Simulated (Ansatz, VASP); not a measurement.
One calculation of Sc, two programs

```
Sc
1.0
     3.02668    0.00000    0.00000
     0.00000    3.02668    0.00000
     0.00000    0.00000    3.02668
Sc
1
Cartesian
  0.0000 0.0000 0.0000
```

Change from the starting cell: volume scaled by 1.06.

Alike in both runs: task single point; functional PBE; k mesh 12 × 12 × 12; occupations fermi-dirac, width 0.05 eV; no spin polarisation.

|  | VASP | Ansatz |
| --- | --- | --- |
| version | VASP 6.6.1 | Ansatz 0.2.0 |
| potentials or method | VASP PAW PBE potentials, release 64 (Sc_sv), cutoff 520 eV | all-electron LAPW, scalar-relativistic |

|  | VASP | Ansatz | Ansatz less VASP |
| --- | --- | --- | --- |
| pressure (GPa) | -1.8 | -1.8 | -0.02 |

Ansatz ran all-electron here, so the differences hold the error of VASP's frozen core and of both bases.
